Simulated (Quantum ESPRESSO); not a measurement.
InSe:

```xyz
4
Lattice="2.0000 1.1547 8.4400 -2.0000 1.1547 8.4400 0.0000 -2.3094 8.4400" Properties=species:S:1:pos:R:3 pbc="T T T"
In    0.1975    0.0460   22.4696
In   -0.0517    0.0408    0.0267
Se   -0.0178   -0.0649    4.2979
Se   -0.0084    0.0539    9.7434
```

The cell isn't the ideal one: atoms moved at random, drawn with an rms of 0.15 Å.

| Property | Result |
| --- | --- |
| Program | Quantum ESPRESSO 7.5 |
| Task | Berry-phase polarisation |
| Functional | WC |
| Potentials or basis | GBRV 1.5 PBE |
| Cutoff | 612 eV |
| Density cutoff | 4898 eV |
| k mesh | 4 × 4 × 4 |
| Occupations | fermi-dirac, width 0.05 eV |
| Spin | no spin polarisation |
| Most SCF iterations | 120 |
| SCF threshold | 8e-10 Ry |
| Mixing mode | TF |
| Mixing beta | 0.05 |
| k points per string | 8 × 8 × 8 |

The first run showed a gap, so the response started from a second, tighter run with fixed occupations.

Question: What formal polarisation does the Berry-phase calculation give along the three lattice vectors?

Answer: 0.969, -1.677, -1.673 C/m², each defined up to a quantum of 1.199, 1.199, 1.199 C/m², that is 0.808, -1.399, -1.395 of the quanta. A formal value alone isn't measurable: only its change along an insulating path is.

Berry phases in units of 2π:
```csv
direction,ionic,electronic,their sum is defined modulo
a1,0.465,0.343,1
a2,-0.403,-0.996,1
a3,-0.429,-0.966,1
```

Caveat: the k mesh is coarse (spacing up to 0.46 Å⁻¹), so the values aren't converged; the gap on the mesh is small and may close between mesh points, in which case fixed occupations spoil the response; spin-orbit coupling is left out, which moves the levels of the heavy elements.
